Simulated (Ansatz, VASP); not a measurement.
# One calculation of Cd, two programs

```
Cd
1.0
    -1.97441    1.97441    1.97441
     1.97441   -1.97441    1.97441
     1.97441    1.97441   -1.97441
Cd
1
Cartesian
  0.0000 0.0000 0.0000
```

Alike in both runs: task single point; functional BLYP; k mesh 13 × 13 × 13; occupations fermi-dirac, width 0.1 eV; no spin polarisation.

```csv
,VASP,Ansatz
version,VASP 6.6.1,Ansatz 0.2.0
potentials or method,"VASP PAW PBE potentials, release 64 (Cd)","plane waves (420 eV) with PAW, scalar-relativistic"
plane-wave cutoff (eV),520,420
valence electrons in the cell,12,20
```

```tsv
	VASP	Ansatz	Ansatz less VASP
pressure (GPa)	-0.5	-0.5	-0.02
```

The two sets of potentials don't hold the same shells in valence.

Caveats: the PAW data sets were made with another functional, which shifts forces and pressure a little (VASP).
